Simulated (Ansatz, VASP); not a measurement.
**Ni: VASP beside Ansatz**

```
Ni
1.0
     0.00000    1.74535    1.74535
     1.74535    0.00000    1.74535
     1.74535    1.74535    0.00000
Ni
1
Direct
  0.00000 0.00000 0.00000
```

Alike in both runs: functional PBE; k mesh 20 × 20 × 20; occupations gaussian, width 0.1 eV; collinear spin.

Ansatz relaxed the structure, and its values are those at the end. VASP's run is a single point on that final structure, the one shown.

|  | VASP | Ansatz |
| --- | --- | --- |
| version | VASP 6.6.1 | Ansatz 0.2.0 |
| potentials or method | VASP PAW PBE potentials, release 64 (Ni) | scalar-relativistic, plane waves, PAW |
| plane-wave cutoff (eV) | 520 | 420 |
| valence electrons in the cell | 10 | 18 |

|  | VASP | Ansatz | Ansatz less VASP |
| --- | --- | --- | --- |
| gap on the k mesh at the Fermi level (eV) | none | none | - |
| pressure (GPa) | 4.9 | 5.0 | +0.16 |
| net moment per atom (μB) | 0.62 | 0.63 | +0.010 |
| size of the moment on the site where the two differ most (μB) | 0.64 | 0.67 | +0.038 |

Site moments also hang on the region over which each program counts them. A gap of «none» marks a metal or a gap that the smearing closes. The functional is the same, so the differences come from potentials, cutoffs and numerics. The two sets of potentials don't hold the same shells in valence.
